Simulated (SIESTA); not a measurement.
**MgO: equation of state with PBE**

MgO:

```
Mg O
1.0
     3.30779    0.00000    0.00000
    -1.65389    2.86463    0.00000
     0.00000    0.00000    4.98288
Mg O
2 2
Direct
  0.66667 0.33333 0.50216
  0.33333 0.66667 0.00216
  0.66667 0.33333 0.90244
  0.33333 0.66667 0.40244
```

Measurements of this composition are mostly on another form, of space group No. 225.

| Item | Value |
| --- | --- |
| Program | SIESTA 5.4.2 |
| Task | equation of state |
| Functional | PBE |
| Potentials or basis | PseudoDojo 0.4 standard (PBE files) |
| Basis | DZP (energy shift 0.002 Ry) |
| Grid cutoff | 800 Ry |
| Energy shift | 0.002 Ry |
| k mesh | 9 × 9 × 6 |
| Occupations | fermi-dirac, width 0.05 eV |
| Spin | no spin polarisation |

- Equilibrium volume: 12.41 Å³/atom
- Bulk modulus at fixed shape and positions: 116 GPa
- Pressure derivative of the bulk modulus: 3.7 (rough: it moves with the points fitted)

Energy against volume, from the lowest point:
| volume (Å³/atom) | energy (meV/atom) |
| --- | --- |
| 11.096 | 59.54 |
| 11.332 | 38.71 |
| 11.568 | 22.65 |
| 11.804 | 11.16 |
| 12.040 | 3.84 |
| 12.276 | 0.25 |
| 12.512 | 0.00 |

All runs of the series together: 5.2 min on 1 thread of Intel(R) Xeon(R) Platinum 8488C (Sapphire Rapids), on a shared host.

Caveat: semicore shells carry a single zeta, which can move pressures by several GPa and volumes by a few percent; the cell was scaled at fixed shape and fractional positions, which overstates the stiffness of a crystal with free parameters, most of all of layers and chains; the basis of atomic orbitals isn't converged, which shifts pressures, moduli and gaps.
